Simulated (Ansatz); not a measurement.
`B/C=C/CC` + `F[SiH2]N[SiH3]` → `BN([SiH3])[SiH2]F` + `C=CCC`  (ligand exchange at a B–C bond)

Program: Ansatz. Geometries: PBE0-D4/def2-TZVP. ΔE: electronic, gas phase. CCSD(T)/CBS adds triple-zeta CCSD(T) − MP2 to the extrapolated MP2 energy (def2 sets, frozen cores). This one scheme is used for every species. DFT in def2-TZVPP. B3LYP here is the variant with VWN-RPA as its local correlation; programs differ in this. Each species was taken in one conformer, which may not be the lowest.

`B/C=C/CC`:

Cartesian coordinates in Å:
```
B -0.281 2.276 -1.522
C 0.478 1.178 -0.783
C -0.135 0.425 0.146
C 0.474 -0.680 0.932
C -0.270 -2.000 0.741
H -1.438 2.456 -1.263
H 0.243 2.963 -2.352
H 1.530 0.970 -0.980
H -1.189 0.622 0.348
H 0.441 -0.408 1.995
H 1.528 -0.791 0.663
H -1.322 -1.903 1.021
H -0.231 -2.322 -0.302
H 0.170 -2.786 1.357
```

`F[SiH2]N[SiH3]`:

Z-matrix (Å, degrees):
```
Si
N 1 1.706
F 1 1.601 2 112.6
H 1 1.478 2 108.8 3 117.8
H 1 1.480 2 109.3 3 -117.5
Si 2 1.733 1 128.1 3 -87.6
H 2 1.011 1 115.6 3 85.3
H 6 1.487 2 110.9 1 -127.0
H 6 1.487 2 112.0 1 112.6
H 6 1.483 2 106.7 1 -7.3
```

`BN([SiH3])[SiH2]F`:

```xyz
12

B     0.147    1.443   -0.803
N     0.052    0.203   -0.131
Si   -0.561    0.225    1.520
Si    0.498   -1.273   -0.919
F    -0.818   -2.106   -1.275
H     0.540    1.490   -1.933
H    -0.165    2.448   -0.223
H    -0.608   -1.180    2.000
H    -1.923    0.809    1.549
H     0.342    1.019    2.386
H     1.291   -2.117    0.003
H     1.205   -0.961   -2.175
```

`C=CCC`:

Z-matrix (Å, degrees):
```
C
C 1 1.492
C 1 1.525 2 112.5
H 1 1.094 2 109.5 3 122.8
H 1 1.097 2 109.0 3 -120.9
C 2 1.325 1 125.3 3 -120.1
H 2 1.090 1 115.8 3 59.0
H 3 1.093 1 111.1 2 -58.0
H 3 1.092 1 111.2 2 -178.0
H 3 1.092 1 110.9 2 61.6
H 6 1.086 2 121.3 1 -0.7
H 6 1.084 2 121.7 1 179.5
```

```
         level  ΔE (kJ/mol)
       PBE0-D4        -81.7
       ωB97X-V        -84.5
        B2PLYP        -82.6
           PBE        -77.9
          PBE0        -79.1
         B3LYP        -78.9
MP2/def2-TZVPP        -87.7
 MP2/CBS(def2)        -86.3
```

(1) What does CCSD(T)/CBS give? (Best estimate.)

Largest T1 diagnostic among the species: 0.012.

## Answers

(1) Computed: -87.3 kJ/mol. The listed levels differ from it by 5.6, 2.8, 4.7, 9.4, 8.2, 8.4, -0.4, 1.0 kJ/mol.

The D4 term adds −4.9 kJ/mol with B3LYP and −2.6 kJ/mol with PBE0; it sums over pairs of atoms, weighted by their polarisabilities, and B3LYP, whose exchange is more repulsive, gets the larger term. In def2-TZVPP, CCSD(T) changes the Hartree–Fock value by −9.6 kJ/mol (the triples alone add −0.8 kJ/mol) and MP2 by −8.7 kJ/mol.

CCSD(T)/CBS has its own doubt, a few kJ/mol and more with outer-core shells, so smaller differences from it don't rank the levels.
